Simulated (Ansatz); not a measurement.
What a change of settings does: I (begun as omega type, now distorted omega)

First run: DFT, PBE, PAW with Ansatz's default frozen-core files, scalar-relativistic (Ansatz 0.2.0).

Command: `ansatz run input.yaml --threads 1 --pin off --max-ram 3072MiB --backend cpu --events-out ev --progress --plain --runs-dir out` It took 15 s on 1 thread of Arm Neoverse V1 (shared host), peak memory 0.44 GiB.

```yaml
crystal:
  lattice:
    - [7.3858146893, 0.0, 0.0]
    - [-3.6929073447, 6.3963031485, 0.0]
    - [0.0, 0.0, 2.9881312734]
  atoms:
    - { symbol: I, position: [0.0, 0.0, 0.0] }
    - { symbol: I, position: [0.3333333333, 0.6666666667, 0.5] }
    - { symbol: I, position: [0.6666666667, 0.3333333333, 0.5] }
kpoints:
  mp_grid: { grid: [6, 6, 9] }
  band_path:
    path:
      - [0.0, 0.0, 0.0]
      - [0.5, 0.0, 0.0]
      - [0.3333333333, 0.3333333333, 0.0]
      - [0.0, 0.0, 0.0]
      - [0.0, 0.0, 0.5]
      - [0.5, 0.0, 0.5]
      - [0.3333333333, 0.3333333333, 0.5]
      - [0.0, 0.0, 0.5]
      - [0.5, 0.0, 0.5]
    npoints: 8
scf:
  occupations: { method: fermi_dirac, width: 0.1 }
hamiltonian:
  xc: pbe
  pseudopotentials: { kind: paw }
output:
  forces: true
  stress: true
  eigenvalues: true
  populations: true
  dos: { projected: true, de: 0.2, e_range: [-14, 8] }
```

The cell comes from a relaxation on PAW files under the same functional, begun from a prototype that needn't be the stable phase.

This run: the series' base cell.

It converges in 6 SCF iterations at a pressure of 0.03 GPa, cutoff 420 eV.

The input is then changed:

```diff
   pseudopotentials: { kind: paw }
+  dispersion: d3bj
 output:
   populations: true
-  dos: { projected: true, de: 0.2, e_range: [-14, 8] }
+  write_density: true
+  write_potential: true
+  elf: true
+  volumetric_format: npy
```

**Question.** What does the second run give?

**Answer.** It converges in 6 SCF iterations at a pressure of -1.07 GPa, cutoff 420 eV. More than one line changes, and not each need have an effect.
